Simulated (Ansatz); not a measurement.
## Two structures of HfC under several functionals

Plane-wave DFT in Ansatz with scalar-relativistic PAW potentials (420 eV, r2SCAN 500 eV). Each structure was relaxed within its symmetry at each level.
A. P6_3/mmc, 4 atoms in the computed cell, a = 3.305 Å, c = 5.155 Å; sites (symmetry × multiplicity) Hf -6m2 × 2, C -3m. × 2
B. Fm-3m, 2 atoms in the computed cell, a = 4.607 Å; sites (symmetry × multiplicity) Hf m-3m × 4, C m-3m × 4
(cells at PBEsol)

Question: Does the choice of functional change which is lower?

Answer:
| level | E(B) − E(A) (meV/atom) | V(A) (Å³/atom) | V(B) (Å³/atom) |
| --- | --- | --- | --- |
| PBEsol | -185 | 12.19 | 12.23 |
| r2SCAN | -233 | 12.44 | 12.49 |
| PBE | -196 | 12.55 | 12.58 |

No: at every level B is lower; the difference varies by 48 meV/atom between levels.

Spin–orbit coupling is left out, which can shift energies with elements as heavy as these.